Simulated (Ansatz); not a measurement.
This In3GaAs4 structure is the end of a relaxation. The cell was found from a structure generator's guess, not taken from experiment.

All numbers below come from Ansatz, DFT PBE, scalar-relativistic, plane waves, PAW. Cutoff 420 eV, Γ-centred mesh, Gaussian smearing, no spin polarisation.

```
In Ga As
1.0
     4.29036    0.00000    0.00000
     0.00000    4.29036    0.00000
     0.00000    0.00000   12.20222
In Ga As
3 1 4
Direct
  0.00000 0.00000 0.74133
  0.00000 0.00000 0.25867
  0.50000 0.50000 0.00000
  0.50000 0.50000 0.50000
  0.50000 0.00000 0.38869
  0.00000 0.50000 0.12938
  0.50000 0.00000 0.87062
  0.00000 0.50000 0.61131
```

The zero of energy is the elements' standard structures at the same level; no fitted shifts are applied.

Question: What space group does it have?

Answer: P-4m2 (No. 115), with In and Ga ordered on zinc blende sites. Conventional cell: a = 4.290 Å, c = 12.202 Å. In on a site of symmetry 2mm has 4 As at 2.66–2.67 Å; In on a site of symmetry -4m2 has 4 As at 2.66 Å; Ga has 4 As at 2.54 Å; As on its first site is surrounded by 2 Ga at 2.54 Å and 2 In at 2.67 Å; 1 more site not described.

Question: How far does it lie from the elements in energy?

Answer: −0.26 eV/atom. A negative formation energy is needed for stability but isn't enough: competing phases decide.

Question: Is it a metal?

Answer: There is no gap on the 10×10×4 mesh, but valence and conduction bands meet within 0.015 eV, so at this level it has a zero gap rather than a metal's Fermi surface.

The last run used a 10×10×4 mesh (in the run's order of axes) for its 8-atom cell and Gaussian smearing of 0.10 eV. The zero gap may come from the functional, which often closes small gaps. The reference form of As is held partly by dispersion forces, which this level lacks. A structure relaxed within its symmetry needn't be a true minimum.
